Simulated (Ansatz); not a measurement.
**Pressure against volume: YN**

```cif
data_structure
_symmetry_space_group_name_H-M 'Fm-3m'
_symmetry_Int_Tables_number 225
_cell_length_a 4.8770
_cell_length_b 4.8770
_cell_length_c 4.8770
_cell_angle_alpha 90.000
_cell_angle_beta 90.000
_cell_angle_gamma 90.000
_cell_volume 116.00
loop_
_atom_site_label
_atom_site_type_symbol
_atom_site_symmetry_multiplicity
_atom_site_Wyckoff_symbol
_atom_site_fract_x
_atom_site_fract_y
_atom_site_fract_z
_atom_site_occupancy
Y1 Y 4 a 0.00000 0.00000 0.00000 1
N1 N 4 b 0.50000 0.00000 0.00000 1
```

The runs use the primitive cell with vectors (0.000, 2.438, 2.438), (2.438, 0.000, 2.438), (2.438, 2.438, 0.000) Å, to which the k mesh refers.

The cell comes from COD entry 9008768, which wasn't checked; take it as a given geometry.

All numbers are computed: DFT, LDA, all-electron LAPW, scalar-relativistic (Ansatz 0.2.0); DFT, LDA, PAW with Ansatz's default frozen-core files, scalar-relativistic (Ansatz 0.2.0).

For LAPW: a Γ-centred 11×11×11 k mesh, Fermi–Dirac smearing of 0.03 eV, basis error target 1 meV/atom, no spin polarisation. PAW takes a cutoff of 420 eV at this cell (files made with PBE, cores remade for this functional). The Ansatz runs share mesh, smearing and spin set-up. Plane-wave (PAW) pressures include the program's estimate of the Pulay term.

The cell above is scaled evenly, with fractional coordinates and shape held.

```tsv
V/V(cell)	V (Å³/atom)	P, LAPW (GPa)	P, PAW (GPa)
0.9400	13.630	5.16	5.12
0.9800	14.210	-2.63	-2.67
1.0000	14.500	-5.94	-5.98
1.0100	14.645	-7.47	-7.51
1.0400	15.080	?	?
```

Q: Fill in the row V/V(cell) = 1.0400.

A: P, LAPW (GPa) = -11.59, P, PAW (GPa) = -11.63.

Q: What do Birch–Murnaghan fits to the pressures give?

A: LAPW: V0 = 14.00 Å³/atom, B0 = 182 GPa, B0′ = 4.2; PAW: V0 = 14.00 Å³/atom, B0 = 182 GPa, B0′ = 4.2.

PAW's V0 lies -0.02 % from the all-electron value and its B0 0.1 %. Symmetry fixes shape and coordinates here, so this is the relaxed modulus.
